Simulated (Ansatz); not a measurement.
Set up this calculation in Ansatz 0.2.0, as the native input.

```yaml
Task: single point
Functional: PBEsol
Potentials_or_basis: Ansatz PAW
Cutoff: "420 eV (not typed: the program's choice for these potentials)"
k_mesh: 13 × 13 × 13
Occupations: fermi-dirac, width 0.05 eV
Spin: no spin polarisation
```

Cu:

```
Cu
1.0
    -1.41080    1.44162    1.36674
     1.39194   -1.45455    1.36053
     1.46098    1.50473   -1.38030
Cu
1
Direct
  0.01879 0.00286 0.01439
```

The cell isn't the ideal one: cell strained at random at fixed volume.

One way to write it, as run:

input.yaml

```yaml
crystal:
  lattice:
    - [-1.410797, 1.441616, 1.366737]
    - [1.391944, -1.454551, 1.360532]
    - [1.460979, 1.504733, -1.380299]
  atoms:
    - { symbol: Cu, position: [0.018792, 0.002861, 0.014387] }
hamiltonian:
  xc: pbesol
  pseudopotentials: { kind: paw }
kpoints:
  mp_grid: { grid: [13, 13, 13] }
scf:
  occupations: { method: fermi_dirac, width: 0.05 }
output:
  forces: true
  stress: true
  eigenvalues: true
  write_density: true
  write_potential: true
  elf: true
  volumetric_format: npy
```

Potentials or basis: Ansatz PAW.

Launch:

```console
$ ansatz run input.yaml --threads 2 --pin off --max-ram 5632MiB --backend cpu --events-out ev --progress --plain --runs-dir out
```

Results of the run:

The pressure is -1.0 GPa and the band gap on the k mesh is none (metal or under the smearing width).

Caveat: the PAW data sets come from PBE, with cores solved anew for the run's functional, which leaves a small shift of forces and pressure.

Wall time 3.7 s on 2 threads of Intel(R) Xeon(R) 6975P-C (Granite Rapids) (shared host), peak memory 0.52 GiB.
